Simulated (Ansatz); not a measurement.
**AlGa3N4: energy and stress against strain**

Aim: for AlGa3N4, strain the cell along the Voigt pattern (1, -1, 0, 0, 0, 0).

Method: DFT r2SCAN, scalar-relativistic, plane waves, PAW, in Ansatz 0.2.0.

1 further run of the same task is left out (set aside as unsound or not needed). Runs told in other sessions of the task aren't counted.

### Step 1. The structure to begin with

It takes space group P-43m (No. 215, cubic). Conventional cell: a = 4.465 Å, b = 4.465 Å, c = 4.465 Å, α = 90.00°, β = 90.00°, γ = 90.00°. Al (site symmetry -43m) has 4 N at 1.89 Å in its first shell of neighbours. Around Ga (site symmetry -42m) lie 4 N at 1.95 Å. Around N (site symmetry 3m) lie 1 Al at 1.89 Å and 3 Ga at 1.95 Å.

As a file:

```cif
data_structure
_symmetry_space_group_name_H-M 'P 1'
_symmetry_Int_Tables_number 1
_cell_length_a 4.4653
_cell_length_b 4.4653
_cell_length_c 4.4653
_cell_angle_alpha 90.000
_cell_angle_beta 90.000
_cell_angle_gamma 90.000
_cell_volume 89.04
loop_
_atom_site_label
_atom_site_type_symbol
_atom_site_fract_x
_atom_site_fract_y
_atom_site_fract_z
_atom_site_occupancy
Al1 Al 0.00000 0.00000 0.00000 1
Ga1 Ga 0.50000 0.50000 0.00000 1
Ga2 Ga 0.50000 0.00000 0.50000 1
Ga3 Ga 0.00000 0.50000 0.50000 1
N1 N 0.75535 0.75535 0.24465 1
N2 N 0.75535 0.24465 0.75535 1
N3 N 0.24465 0.75535 0.75535 1
N4 N 0.24465 0.24465 0.24465 1
```

It goes back to an entry of the Materials Project, which need not be the stable form.

This cell was relaxed beforehand with the same method: volume 11.13 Å³/atom, gap on the mesh 2.82 eV.

### Step 2. The undisturbed cell

input.yaml reads:

```yaml
crystal:
  lattice:
    - [4.4653444522, 0.0, 0.0]
    - [0.0, 4.4653444522, 0.0]
    - [0.0, 0.0, 4.4653444522]
  atoms:
    - { symbol: Al, position: [0.0, 0.0, 0.0] }
    - { symbol: Ga, position: [0.5, 0.5, 0.0] }
    - { symbol: Ga, position: [0.5, 0.0, 0.5] }
    - { symbol: Ga, position: [0.0, 0.5, 0.5] }
    - { symbol: "N", position: [0.7553510553, 0.7553510553, 0.2446489447] }
    - { symbol: "N", position: [0.7553510553, 0.2446489447, 0.7553510553] }
    - { symbol: "N", position: [0.2446489447, 0.7553510553, 0.7553510553] }
    - { symbol: "N", position: [0.2446489447, 0.2446489447, 0.2446489447] }
basis:
  ecutwfc: 500
kpoints:
  mp_grid: { grid: [6, 6, 6] }
hamiltonian:
  xc: r2scan
scf:
  occupations: { method: gaussian, width: 0.05 }
output:
  forces: true
  stress: true
  eigenvalues: true
  write_density: true
  write_potential: true
  elf: true
  volumetric_format: npy
```

On the command line:

```sh
ansatz run input.yaml --threads 2 --pin off --max-ram 5120MiB --backend cpu --events-out ev --progress --plain --runs-dir out
```

### Step 3. The scan: energy and stress against strain

The cell is strained by ε times the Voigt pattern (1, -1, 0, 0, 0, 0) (xx, yy, zz, yz, xz, xy; engineering shear), with fractional coordinates fixed (clamped ions). The stress on the pattern is the sum of the stress components weighted by it, tension positive.

### Step 4. Point ε = -0.1500

input.yaml: that of step 2 with these lines changed.

```diff
@@ -2,4 +2,4 @@
   lattice:
-    - [4.4653444522, 0.0, 0.0]
-    - [0.0, 4.4653444522, 0.0]
+    - [3.7955427844, 0.0, 0.0]
+    - [0.0, 5.13514612, 0.0]
     - [0.0, 0.0, 4.4653444522]
@@ -26,5 +26 @@
   eigenvalues: true
-  write_density: true
-  write_potential: true
-  elf: true
-  volumetric_format: npy
```

### Step 5. Point ε = 0.1125

input.yaml: that of step 4 with these lines changed.

```diff
@@ -2,4 +2,4 @@
   lattice:
-    - [3.7955427844, 0.0, 0.0]
-    - [0.0, 5.13514612, 0.0]
+    - [4.9676957031, 0.0, 0.0]
+    - [0.0, 3.9629932013, 0.0]
     - [0.0, 0.0, 4.4653444522]
```

### Step 6. Point ε = -0.0750

input.yaml: that of step 5 with these lines changed.

```diff
@@ -2,4 +2,4 @@
   lattice:
-    - [4.9676957031, 0.0, 0.0]
-    - [0.0, 3.9629932013, 0.0]
+    - [4.1304436183, 0.0, 0.0]
+    - [0.0, 4.8002452861, 0.0]
     - [0.0, 0.0, 4.4653444522]
```

### Step 7. ε = 0.0375

input.yaml: that of step 6 with these lines changed.

```diff
@@ -2,4 +2,4 @@
   lattice:
-    - [4.1304436183, 0.0, 0.0]
-    - [0.0, 4.8002452861, 0.0]
+    - [4.6327948692, 0.0, 0.0]
+    - [0.0, 4.2978940352, 0.0]
     - [0.0, 0.0, 4.4653444522]
```

### Step 8. Point ε = 0.1312

input.yaml: that of step 7 with these lines changed.

```diff
@@ -2,4 +2,4 @@
   lattice:
-    - [4.6327948692, 0.0, 0.0]
-    - [0.0, 4.2978940352, 0.0]
+    - [5.0511976443, 0.0, 0.0]
+    - [0.0, 3.8794912601, 0.0]
     - [0.0, 0.0, 4.4653444522]
```

### Step 9. At ε = 0.0937

input.yaml: that of step 8 with these lines changed.

```diff
@@ -2,4 +2,4 @@
   lattice:
-    - [5.0511976443, 0.0, 0.0]
-    - [0.0, 3.8794912601, 0.0]
+    - [4.8837472274, 0.0, 0.0]
+    - [0.0, 4.046941677, 0.0]
     - [0.0, 0.0, 4.4653444522]
```

### Step 10. ε = 0.0562

input.yaml: that of step 9 with these lines changed.

```diff
@@ -2,4 +2,4 @@
   lattice:
-    - [4.8837472274, 0.0, 0.0]
-    - [0.0, 4.046941677, 0.0]
+    - [4.7162968104, 0.0, 0.0]
+    - [0.0, 4.214392094, 0.0]
     - [0.0, 0.0, 4.4653444522]
```

### Step 11. ε = 0.0187

input.yaml: that of step 10 with these lines changed.

```diff
@@ -2,4 +2,4 @@
   lattice:
-    - [4.7162968104, 0.0, 0.0]
-    - [0.0, 4.214392094, 0.0]
+    - [4.5488463935, 0.0, 0.0]
+    - [0.0, 4.3818425109, 0.0]
     - [0.0, 0.0, 4.4653444522]
```

(Steps that only read results are left out.)

What does the calculation give? Wanted: slope of the stress at ε = 0, from the points at -0.0750, 0 and 0.0187.

The runs gave:

| quantity | value |
| --- | --- |
| slope of the stress at ε = 0, from the points at -0.0750, 0 and 0.0187 | 274 GPa |

In words: The slope of the stress at zero strain, 274 GPa, estimates C11 + C22 − 2 C12 with clamped ions in this Cartesian frame; letting the atoms relax could not make it stiffer. The step is wide, so higher orders mix in. The undisturbed cell stays the lowest of the sampled points. The gap on the mesh stays between 2.04 and 2.82 eV.
